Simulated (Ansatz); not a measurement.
# Si96C95: the cost of one run

Program: Ansatz 0.2.0, PAW, plane waves. These are calculated values, not measurements.

3 further runs of the same task are left out: 1 for a known fault of the program, 2 set aside as unsound or not needed.

### 1 Starting point

191 atoms (96 Si, 95 C); a = 12.312 Å, b = 15.994 Å, c = 10.076 Å, α = 90.00°, β = 90.00°, γ = 90.00°. All atoms were shaken off their sites by about 0.02 Å along each axis. Defect site 1: (0.500, 0.444, 0.438).

The runs, in order: (2) PBEsol relaxation at the single k point (¼, ¼, ¼), on 1 × NVIDIA GB300 Max-Q with 32 threads of Arm Neoverse-V2; (3) HSE06 single point at the single k point (¼, ¼, ¼), on 1 × NVIDIA GB300 Max-Q with 32 threads of Arm Neoverse-V2; (4) r²SCAN single point at the single k point (¼, ¼, ¼), on 1 × NVIDIA GB300 Max-Q with 32 threads of Arm Neoverse-V2.

### 2 PBEsol relaxation in the fixed cell

in.yaml

```yaml
crystal:
  lattice:
    - [12.312272, 0.000000, 0.000000]
    - [0.000000, 15.994110, 0.000000]
    - [0.000000, 0.000000, 10.075947]
  atoms:
    - { symbol: Si, position: [0.000187, 0.000698, 0.497600] }
    - { symbol: Si, position: [0.250217, 0.000516, 0.502563] }
    - { symbol: Si, position: [0.121021, 0.166320, 0.501123] }
    - { symbol: Si, position: [0.996911, 0.333254, 0.499192] }
    # ... 7 atom lines left out here ...
    - { symbol: Si, position: [0.499369, 0.331816, 0.497227] }
    - { symbol: Si, position: [0.374308, 0.500235, 0.499256] }
    # ... 4 atom lines left out here ...
    - { symbol: Si, position: [0.625656, 0.498478, 0.502764] }
    # ... 17 atom lines left out here ...
    - { symbol: Si, position: [0.499644, 0.444042, 0.249844] }
    # ... 72 atom lines left out here ...
    - { symbol: C, position: [0.377029, 0.499338, 0.188967] }
    # ... 22 atom lines left out here ...
    - { symbol: C, position: [0.498937, 0.335074, 0.686950] }
    # ... 18 atom lines left out here ...
    - { symbol: C, position: [0.251604, 0.445709, 0.439735] }
    # ... 3 atom lines left out here ...
    - { symbol: C, position: [0.624347, 0.280683, 0.439570] }
    - { symbol: C, position: [0.375690, 0.610214, 0.436589] }
    # ... 35 atom lines left out here ...
  symmetry: { detect: false }
kpoints:
  mp_grid: { grid: [1, 1, 1], shift: [0.25, 0.25, 0.25] }
hamiltonian:
  xc: pbesol
total_charge: -2
scf:
  occupations: { method: fermi_dirac, width: 0.01 }
relax:
  f_tol: 0.03
  max_steps: 80
  escape_saddle: false
  adjacent_minimum: "off"
output:
  forces: true
  eigenvalues: true
  populations: true
  charged_corrections: { epsilon: 9.7 }
```

Command:

```bash
$ ansatz run in.yaml --threads 32 --pin off --max-ram 171000MiB --runs-dir r --events-out ev --progress --plain --backend cuda --devices 0,
```

What time and memory should one allow on 1 × NVIDIA GB300 Max-Q with 32 threads of Arm Neoverse-V2, shared host?

About 25 s, with a peak of 2.6 GiB on the host.
